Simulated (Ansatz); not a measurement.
**Ir: do energies and stresses tell the same story?**

Level of theory: DFT r2SCAN, scalar-relativistic, plane waves, PAW in Ansatz 0.2.0.

Cutoff 500 eV; k points 18×18×10 on the computed 2-atom cell (Γ-centred); Gaussian smearing, width 0.10 eV; no spin polarisation.

Relaxed cell: P6_3/mmc, a = 2.729 Å, b = 2.729 Å, c = 4.422 Å, α = 90.00°, β = 90.00°, γ = 120.00°, 2 atoms in the primitive cell. This form isn't the element's structure at ambient conditions.

Energies at zero smearing and pressures from the stress tensor, at volumes with shape and atoms relaxed:
```json
{"V (Å³/atom)": "13.407", "E − E(first) (meV/atom)": "0.00", "P (GPa)": "27.02"}
{"V (Å³/atom)": "13.835", "E − E(first) (meV/atom)": "-51.79", "P (GPa)": "12.29"}
{"V (Å³/atom)": "14.262", "E − E(first) (meV/atom)": "-67.57", "P (GPa)": "-0.01"}
{"V (Å³/atom)": "14.690", "E − E(first) (meV/atom)": "-53.31", "P (GPa)": "-10.27"}
{"V (Å³/atom)": "15.118", "E − E(first) (meV/atom)": "-14.01", "P (GPa)": "-18.79"}
```

Check P = −dE/dV between neighbouring volumes, and get the bulk modulus from the pressures alone.

With 1 eV/Å³ = 160.2 GPa:
```tsv
middle V (Å³/atom)	−ΔE/ΔV (GPa)	mean P (GPa)
13.621	19.394	19.655
14.049	5.909	6.136
14.476	-5.341	-5.140
14.904	-14.715	-14.531
```

The two differ by 0.26 GPa at most. The mean of two end pressures misses the average over a step by about ΔV² P″/12, up to 0.22 GPa here; with that taken off 0.05 GPa remains. The stress is the derivative of the free energy, not of the energy at zero smearing, and with free energies 0.00 GPa remains. Around V = 14.262 Å³/atom, the two neighbours give B = −V ΔP/ΔV = 14.262 × 22.55 / 0.856 = 375.9 GPa, against B0 = 374.1 GPa from the Birch–Murnaghan fit of the energies.

Spin–orbit coupling is left out, which can shift energies with elements as heavy as these.